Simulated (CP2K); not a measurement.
Crystal: Ru.

```xyz
2
Lattice="2.7058 0.0000 0.0000 -1.3529 2.3433 0.0000 0.0000 0.0000 4.2819" Properties=species:S:1:pos:R:3 pbc="T T T"
Ru    1.3529    0.7811    3.2114
Ru    0.0000    1.5622    1.0705
```

Base run:

- Program: CP2K 2026.2
- Functional: PBE
- Potentials or basis: GTH_POTENTIALS Ru GTH-BLYP-q16; DZVP-MOLOPT-SR-GTH basis
- Density cutoff: 6123 eV
- k mesh: 11 × 11 × 6
- Occupations: fermi-dirac, width 0.05 eV
- Spin: no spin polarisation

Its results: band gap on the k mesh none (metal or under the smearing width); pressure 5.6 GPa.

Task: After a change of settings the same cell gave: band gap on the k mesh none (metal or under the smearing width); pressure -1.7 GPa. Which change was it?
A. potentials or basis from GTH_POTENTIALS Ru GTH-BLYP-q16; DZVP-MOLOPT-SR-GTH basis to GTH_POTENTIALS Ru GTH-PBE-q16; DZVP-MOLOPT-SR-GTH basis; potentials from Ru GTH-BLYP-q16 of GTH_POTENTIALS to Ru GTH-PBE-q16 of GTH_POTENTIALS
B. potentials or basis from GTH_POTENTIALS Ru GTH-BLYP-q16; DZVP-MOLOPT-SR-GTH basis to POTENTIAL_UZH Ru GTH-SCAN-q16; DZVP-MOLOPT-SR-GTH basis; potentials from Ru GTH-BLYP-q16 of GTH_POTENTIALS to Ru GTH-SCAN-q16 of POTENTIAL_UZH
C. potentials or basis from GTH_POTENTIALS Ru GTH-BLYP-q16; DZVP-MOLOPT-SR-GTH basis to POTENTIAL_UZH Ru GTH-PBE0-q16; DZVP-MOLOPT-SR-GTH basis; potentials from Ru GTH-BLYP-q16 of GTH_POTENTIALS to Ru GTH-PBE0-q16 of POTENTIAL_UZH
D. potentials or basis from GTH_POTENTIALS Ru GTH-BLYP-q16; DZVP-MOLOPT-SR-GTH basis to GTH_POTENTIALS Ru GTH-PADE-q16; DZVP-MOLOPT-SR-GTH basis; potentials from Ru GTH-BLYP-q16 of GTH_POTENTIALS to Ru GTH-PADE-q16 of GTH_POTENTIALS

Result: D.

Caveats: the potentials were made for another functional, which shifts forces and pressure; the basis of atomic orbitals isn't converged, which shifts pressures, moduli and gaps.
